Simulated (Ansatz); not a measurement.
# BN (Fmm2) in Ansatz: notebook

Aim: see how the results for BN move with the level of theory and the settings. Levels: B3LYP, HSE06, HSE03, HSEsol. Tasks: band structure.

All numbers are computed with Ansatz 0.2.0; they aren't measurements. Logs are shortened: lines on timing, memory, paths and dates and some standing lists are left out, and cuts for length are marked.

### 1 The crystal as given

The structure is orthorhombic, space group Fmm2 (No. 42). The conventional cell has a = 2.503 Å, b = 6.991 Å, c = 4.332 Å, α = 90.00°, β = 90.00°, γ = 90.00°. N (site symmetry mm2) is surrounded by 3 B at 1.44 Å. Around B (site symmetry mm2) lie 3 N at 1.44 Å.

Measurements of this composition are mostly on another form, of space group No. 194.

### 2 Band structure, B3LYP

The input, input:

```
crystal:
  lattice:
    - [0.0, 3.49531583, 2.16609124]
    - [1.2516321, 0.0, 2.16609124]
    - [1.2516321, 3.49531583, 0.0]
  atoms:
    - { symbol: "N", position: [0.66665134, 0.66665134, 0.33334866] }
    - { symbol: B, position: [4.865e-05, 4.865e-05, 0.99995135] }
hamiltonian:
  xc: b3lyp
  pseudopotentials: { kind: paw }
kpoints:
  mp_grid: { grid: [7, 7, 7] }
  band_path:
    path:
      - [[0.0, 0.0, 0.0], [-0.5, -0.5, 0.0], [-1.0, -0.5, -0.5], [-0.5, 0.0, -0.5], [0.0, 0.0, 0.0], [0.0, -0.3655286517, -0.3655286517], [-0.5, -0.6985850042, -0.1985850042], [-0.5, -0.5, 0.0]]
      - [[-1.0, -0.5, -0.5], [-1.0, -0.6344713483, -0.6344713483]]
      - [[0.0, -0.3655286517, -0.3655286517], [-0.5, -0.3014149958, -0.8014149958], [-0.5, 0.0, -0.5]]
      - [[-0.5, -0.5, -0.5], [0.0, 0.0, 0.0]]
    npoints: 4
scf:
  occupations: { method: fermi_dirac, width: 0.05 }
  n_extra_bands: 6
output:
  forces: true
  stress: true
  eigenvalues: true
  fatbands: false
  write_density: true
  write_potential: true
  elf: true
  volumetric_format: npy
```

Potentials or basis: Ansatz PAW.

The log of the run:

```text
Warning: output.stress: scf.convergence.dr2_threshold = 1e-7 eV (the SCF's general default) is looser than the 2e-10 eV advised for a printed stress (1e-10 eV for each atom of the cell: 2). What an SCF threshold leaves in a stress goes as its square root, and in the free energy as the threshold itself, and one threshold admits the most on a small cell: of the crystals measured, under no hybrid functional and no lock of the moments, on runs that ended without the residual-converged pass, on stresses that held no estimate of that error, the worst erred by over 100 MPa in a component at 1e-7 eV an atom and by under 5 at 1e-10. Set scf.convergence.dr2_threshold to 2e-10 eV or tighter. The threshold is an SCF's pass mark: one that does not reach it within its budget of iterations ends unconverged, or closes short of it on a stop that the run arms, and scf.convergence.dr2_threshold's page says what that costs each kind of run
Warning: output.stress: scf.exx.energy_threshold = 1e-6 eV is looser than the 2e-8 eV advised for a stress under a hybrid functional (1e-8 eV for each atom of the cell: 2). Every SCF of the exchange loop can meet its threshold on dr2 while the loop round them stops early: no threshold on dr2 bounds what that leaves in the stress. Set scf.exx.energy_threshold to 2e-8 eV or tighter. The threshold is the loop's pass mark: a loop that does not reach it within its budget of cycles ends unconverged, and scf.exx.energy_threshold's page has the law
scf.n_extra_bands = 6 over 4 filled bands (N_el = 8.0): the run solves 10 bands
GPUs: using 1 of 1 available (devices: 1).
Engine: ansatz 0.2.0, x86_64-unknown-linux-gnu
Pseudopotentials: kind: paw
Pseudopotential: N, paw, valence charge 5, recommended cutoff 420 eV (normal), N.paw.azcp
Pseudopotential: B, paw, valence charge 3, recommended cutoff 420 eV (normal), B.paw.azcp
Functional definition: B3LYP
  parameter a0 = 0.2
  parameter ax = 0.72
  parameter ac = 0.81
  exchange = (1 - a0 - ax)*slater_x + ax*b88_x + a0*exact_x
  correlation = (1 - ac)*vwn_rpa_c + ac*lyp_c
device memory: the entry about to start is reckoned to put 0.6 GiB on a device that reports 55.8 GiB free (of which the cap on the GPU budget leaves the run 18.0 GiB)
GPU FFT provider: cuFFT
GPU libraries: cuBLAS 13.8.2, cuFFT 12.4.0, cuSOLVER 12.3.4
Crystal: 2 atoms, lattice volume = 18.953 Å³
Basis set: ecut = 420 eV, 365 PW (Γ), exchange–correlation on 60×36×50 points (8 copies of the dense FFT grid, shifted against one another)
Bands: 10, of which v1, the nominal top of the filled ones, is band 4 counted from 1 (3 counted from 0)
Symmetry: 4 space group operations
Space group: Fmm2 (ITA 42), of the structure as read, at distance tolerance 2.7e-5 Å
k-points: 64 of 343 (time reversal used)
Non-local potential: N, projectors of the file, l = 0: 2, l = 1: 2, l = 2: 1
Non-local potential: B, projectors of the file, l = 0: 2, l = 1: 2, l = 2: 1
PAW form: soft (Blöchl's): semilocal exchange-correlation on the pseudo side does not see the compensation charge
PAW frozen core: N, regenerated for the run's functional, and the local potential with it (the file was generated under x = pbe(κ = 0.804, μ = 0.2195149727645171), c = pbe(β = 0.06672455060314922))
PAW frozen core: B, regenerated for the run's functional, and the local potential with it (the file was generated under x = pbe(κ = 0.804, μ = 0.2195149727645171), c = pbe(β = 0.06672455060314922))
PAW one-centre angular grid: N, 110 points (default); XC on 64 Gauss nodes
PAW one-centre angular grid: B, 110 points (default); XC on 64 Gauss nodes
Initial density: superposition of atomic densities (neutral atoms: chi_scale 0, normalization atom), corrected by the library's trained network
Initial wavefunctions: pseudopotential atomic-orbital guess
GPU buffer pool allocated for 13500 grid points (all kernels)
GPU transforms: local potential and band sums: pruned to the plane-wave sphere, on 27×18×25
Functional: x = 0.1 slater + 0.9 b88, c = 0.19 vwn_rpa + 0.81 lyp, warm-up for x = 0.08 slater + 0.72 b88 + 0.2 exact, c = 0.19 vwn_rpa + 0.81 lyp
SCF iter   1: F=—  HF=-544.768212 eV  |F-HF|=—  |Δ(HF+E_count)|=         —  Δρ=1.35e-2  dr2=2.31e-2  ethr=1.77e-3  ⟨swp⟩=7.8  Hψ=3205  notcnv=0
preconditioner: auto → none  [insulator: Δε(μ)=4.339 eV  Ē_g=21.205 eV  σ=0.050 eV  W_gap=1.00  n_scr=2 (ndim 8)  ℏωp=24.1 eV  f_vac=0.044  D(μ)=0.00/eV (n_scr^D=0)]
SCF iter   2: F=—  HF=-544.761727 eV  |F-HF|=—  |Δ(HF+E_count)|=   6.48e-3  Δρ=4.43e-3  dr2=2.83e-3  ethr=2.89e-4  ⟨swp⟩=3.5  Hψ=1587  notcnv=0  defer=1
iter 3 solved again at ethr=2.63e-6 eV; its pass at ethr=3.54e-5 eV (dr2=2.11e-4 eV) is discarded
SCF iter   3: F=-544.760973 eV  HF=-544.761001 eV  |F-HF|=2.80e-5  |Δ(HF+E_count)|=   7.26e-4  Δρ=1.67e-3  dr2=2.03e-4  ethr=2.63e-6  ⟨swp⟩=2.1  Hψ=1894  notcnv=0
SCF 1 stopped early in 3 iterations: F = -544.760973 eV  dr2 = 2.03e-4
device memory: the entry about to start is reckoned to put 1.3 GiB on a device that reports 55.4 GiB free (of which the cap on the GPU budget leaves the run 18.0 GiB)
GPU FFT provider: cuFFT
GPU libraries: cuBLAS 13.8.2, cuFFT 12.4.0, cuSOLVER 12.3.4
Initial density: handed on by an earlier stage of this run
Initial wavefunctions: those handed on with the density
GPU buffer pool allocated for 13500 grid points (all kernels)
GPU transforms: local potential and band sums: pruned to the plane-wave sphere, on 27×18×25
Functional: x = 0.08 slater + 0.72 b88 + 0.2 exact, c = 0.19 vwn_rpa + 0.81 lyp
Exchange kernel: α = 0.2000, full range, Wigner–Seitz truncation, v(0) = 11792.0791 eV·Å³, q-mesh 7×7×7, nearest image of the exchange supercell L = 17.51 Å, pair-density grid 15×15×24, without the augmentation charges, whose exchange is taken in its separable form by FFT convolution over the k-point mesh (the finest that the files' search goes to), smooth part of the exact exchange by density-matrix convolution in up to 1.40 GiB of GPU memory as planned if the GPU has room (build and FFT work areas not counted)
Frozen-core exchange: fock
SCF iter   1: F=—  HF=-545.185731 eV  |F-HF|=—  |Δ(HF+E_count)|=         —  Δρ=5.51e-3  dr2=3.80e-3  ethr=2.53e-5  ⟨swp⟩=5.4  Hψ=2695  notcnv=0
preconditioner: auto → none  [insulator: Δε(μ)=5.828 eV  Ē_g=23.757 eV  σ=0.050 eV  W_gap=1.00  n_scr=2 (ndim 8)  ℏωp=24.1 eV  f_vac=0.045  D(μ)=0.00/eV (n_scr^D=0)]
SCF iter   2: F=—  HF=-545.184742 eV  |F-HF|=—  |Δ(HF+E_count)|=   9.89e-4  Δρ=2.56e-3  dr2=8.21e-4  ethr=2.53e-5  ⟨swp⟩=2.0  Hψ=896  notcnv=0
SCF iter   3: F=—  HF=-545.187255 eV  |F-HF|=—  |Δ(HF+E_count)|=   2.51e-3  Δρ=9.70e-4  dr2=1.59e-4  ethr=6.07e-6  ⟨swp⟩=3.0  Hψ=1019  notcnv=0  defer=9
SCF iter   4: F=—  HF=-545.187217 eV  |F-HF|=—  |Δ(HF+E_count)|=   3.81e-5  Δρ=1.09e-4  dr2=8.25e-6  ethr=1.78e-6  ⟨swp⟩=2.5  Hψ=977  notcnv=0  defer=1
SCF iter   5: F=—  HF=-545.187255 eV  |F-HF|=—  |Δ(HF+E_count)|=   3.73e-5  Δρ=1.43e-4  dr2=3.12e-6  ethr=1.14e-8  ⟨swp⟩=4.4  Hψ=1979  notcnv=0  defer=1
SCF iter   6: F=-545.187254 eV  HF=-545.187254 eV  |F-HF|=2.90e-9  |Δ(HF+E_count)|=   7.39e-7  Δρ=9.93e-6  dr2=2.22e-7  ethr=1.14e-8  ⟨swp⟩=3.0  Hψ=1004  notcnv=0
SCF 2 stopped early in 6 iterations: F = -545.187254 eV  dr2 = 2.22e-7
  Residual-converged pass: ⟨swp⟩=3.0  Hψ=1128  notcnv=0  max |occ|·‖R‖ = 6.6e-6 eV (tolerance 6.7e-6 eV)  dr2=2.21e-7  dr2_onsite=1.18e-9  max |Δocc| = 0.0e0
hybrid outer 1: dexx = +2.323e-3 eV, tail = 3.49e-6 eV
GPU FFT provider: cuFFT
GPU libraries: cuBLAS 13.8.2, cuFFT 12.4.0, cuSOLVER 12.3.4
GPU buffer pool allocated for 13500 grid points (all kernels)
GPU transforms: local potential and band sums: pruned to the plane-wave sphere, on 27×18×25
Exchange kernel: α = 0.2000, full range, Wigner–Seitz truncation, v(0) = 11792.0791 eV·Å³, q-mesh 7×7×7, nearest image of the exchange supercell L = 17.51 Å, pair-density grid 15×15×24, without the augmentation charges, whose exchange is taken in its separable form by FFT convolution over the k-point mesh (the finest that the files' search goes to), smooth part of the exact exchange by density-matrix convolution in up to 1.40 GiB of GPU memory as planned if the GPU has room (build and FFT work areas not counted)
Frozen-core exchange: fock
SCF iter   1: F=—  HF=-545.187290 eV  |F-HF|=—  |Δ(HF+E_count)|=         —  Δρ=3.66e-5  dr2=8.86e-8  ethr=2.18e-7  ⟨swp⟩=3.9  Hψ=1503  notcnv=0
preconditioner: auto → none  [insulator: Δε(μ)=5.833 eV  Ē_g=23.754 eV  σ=0.050 eV  W_gap=1.00  n_scr=2 (ndim 8)  ℏωp=24.1 eV  f_vac=0.047  D(μ)=0.00/eV (n_scr^D=0)]
SCF iter   2: F=—  HF=-545.187290 eV  |F-HF|=—  |Δ(HF+E_count)|=   2.29e-8  Δρ=9.02e-6  dr2=1.28e-8  ethr=9.72e-10  ⟨swp⟩=3.0  Hψ=1058  notcnv=0
SCF iter   3: F=—  HF=-545.187290 eV  |F-HF|=—  |Δ(HF+E_count)|=   5.03e-8  Δρ=5.46e-6  dr2=4.44e-9  ethr=4.33e-11  ⟨swp⟩=4.1  Hψ=1481  notcnv=0  defer=7
SCF iter   4: F=-545.187290 eV  HF=-545.187290 eV  |F-HF|=5.57e-12  |Δ(HF+E_count)|=   1.17e-9  Δρ=4.63e-7  dr2=2.92e-10  ethr=4.33e-11  ⟨swp⟩=2.1  Hψ=905  notcnv=0
SCF 3 converged in 4 iterations: F = -545.187290 eV  dr2 = 2.92e-10
  Residual-converged pass: ⟨swp⟩=3.0  Hψ=1152  notcnv=0  max |occ|·‖R‖ = 4.4e-7 eV (tolerance 4.4e-7 eV)  dr2=2.91e-10  dr2_onsite=1.02e-12  max |Δocc| = 0.0e0
hybrid outer 2: dexx = +7.019e-8 eV, tail = 1.39e-9 eV, Δε = 1.40e-3 eV (about 3.07e-5 eV left of the loop's levels), ΔF = 2.22e-4 eV/Å (tail 5.30e-5)
device memory: the entry about to start is reckoned to put 0.3 GiB on a device that reports 50.0 GiB free (of which the cap on the GPU budget leaves the run 18.0 GiB)
NSCF: frozen V_eff on 48 k-points, pencils in batches of 32, up to order 48
hybrid SCF converged: 2 outer / 10 inner (+3 warm-up), last move |dexx| = 7.02e-8 eV, tail = 1.39e-9 eV
Stability not checked: this state was not tested for a lower state beside it, because the functional holds exact exchange (a hybrid, or Hartree-Fock), whose exchange loop this test does not read (fock_operator; see scf.lower_state_search)
Free energy (F): -545.187290 eV
Frozen-core exchange: fock
Harris-Foulkes:  -545.187290 eV  (|F-HF|=5.57e-12)
Internal energy: -545.187290 eV  (E = F + TS)
E sigma→0 (E₀):  -545.187290 eV
Fermi energy:    6.307080 eV
--- Per-component energies (eV) ---
  E_band       = -34.419400
  E_kinetic    = 184.256610
  E_local      = -375.868586  (includes V_loc(G=0)·N_el)
  E_nonlocal   = 58.489373
  E_hartree    = 124.370712
  E_xc         = -75.329804
  E_vxc        = -92.915507  (∫ρ·V_xc dr)
  E_exx        = -18.206328  (= α·E_x^exact, valence–valence)
  E_paw        = -208.600241  (= ΣΔE_a)
  E_vpaw       = -20.710066  (= ΣTr[D̂ρ^β])
  E_aug_tail   = 0.000099  (compensation charges beyond the density's cutoff)
  E_ewald      = -234.283781
  E_core_change = -0.015343  (= ΣΔE_core)
  E_smearing   = -0.000000  (= −TS)
  E_closure    = -0.000000  (closes the sum)
  Σ components = -545.187290   (vs F -545.187290, Δ=0.00e0)
--- Forces (eV/Å), atoms counted from 1 ---
  atom   1  N      0.00000000    -0.00000000    -0.01115571
  atom   2  B     -0.00000000     0.00000000     0.01115035
  max |Σ_I F_I| component: 5.36e-6 eV/Å
--- Stress (GPa, compression-positive) ---
       -0.675007       0.000000       0.000000
        0.000000       2.453962      -0.000000
        0.000000      -0.000000      -0.642814
  P = ⅓ Tr σ = 0.3787 GPa (3.787 kbar)
--- Band table (eV; the first three rows and the last of 64) ---
  k-point 0: bands = ["-15.7093", "-1.2705", "1.8078", "1.8163", "9.8965", "17.1391", "17.2054", "18.8694", "20.1736", "31.4027"]
  k-point 1: bands = ["-15.2828", "-0.8402", "0.2354", "1.0946", "10.7877", "16.9604", "17.4110", "18.8809", "21.4059", "28.7047"]
  k-point 2: bands = ["-14.0943", "-2.9673", "-0.1935", "0.4346", "12.5847", "14.4381", "16.7163", "22.9412", "23.5452", "25.1104"]
  k-point 63: bands = ["-12.2026", "-5.9800", "-2.2167", "3.1903", "10.8772", "16.2692", "17.9318", "19.7023", "21.6832", "26.9237"]
```

It took 3.5 min on 1 × NVIDIA H100 80GB HBM3 with 2 threads of AMD EPYC 7R13 (Zen 3), shared host; peak memory 2 GiB.

Results:

```yaml
Free_energy: -545.1873 eV
Pressure: 0.4 GPa
Largest_force: 0.011 eV/Å
Band_gap_along_the_path: 5.40 eV, indirect (least direct gap 6.38 eV)
```

Forces on the atoms (eV/Å):
```
N    0.000  0.000 -0.011
B    0.000  0.000  0.011
```

Levels at the corners of the path, in eV from the valence-band top:
```
point  band 2  band 3  band 4  band 5  band 6  band 7
    Γ   -4.89   -1.81   -1.80    6.28   13.52   13.59
    Y   -9.87   -4.75   -0.63    7.53   11.25   13.89
    T   -9.67   -4.79   -1.63    5.40   11.85   16.32
    Z   -6.64   -1.83   -1.80   11.37   13.47   13.55
    Γ   -4.89   -1.81   -1.80    6.28   13.52   13.59
    X   -8.85   -7.57   -0.62    5.84   14.03   15.49
   A1   -8.77   -7.70   -0.49    6.68   14.90   15.42
    Y   -9.87   -4.75   -0.63    7.53   11.25   13.89
    T   -9.67   -4.79   -1.63    5.40   11.85   16.32
   X1   -8.85   -7.57   -0.62    5.84   14.03   15.49
    X   -8.85   -7.57   -0.62    5.84   14.03   15.49
    A   -8.77   -7.70   -0.49    6.68   14.90   15.42
    Z   -6.64   -1.83   -1.80   11.37   13.47   13.55
    L   -9.77   -4.76   -1.15    6.25   11.76   15.06
    Γ   -4.89   -1.81   -1.80    6.28   13.52   13.59
```

Caveat: the k mesh is coarse (spacing up to 0.43 Å⁻¹), so the values aren't converged, least of all with exact exchange; the pressure holds a Pulay correction of +0.6 GPa for the finite cutoff; the PAW data sets come from PBE, with cores solved anew for the run's functional, which leaves a small shift of forces and pressure; the thresholds are loose for stress.

(Continued in part 2 of 3.)
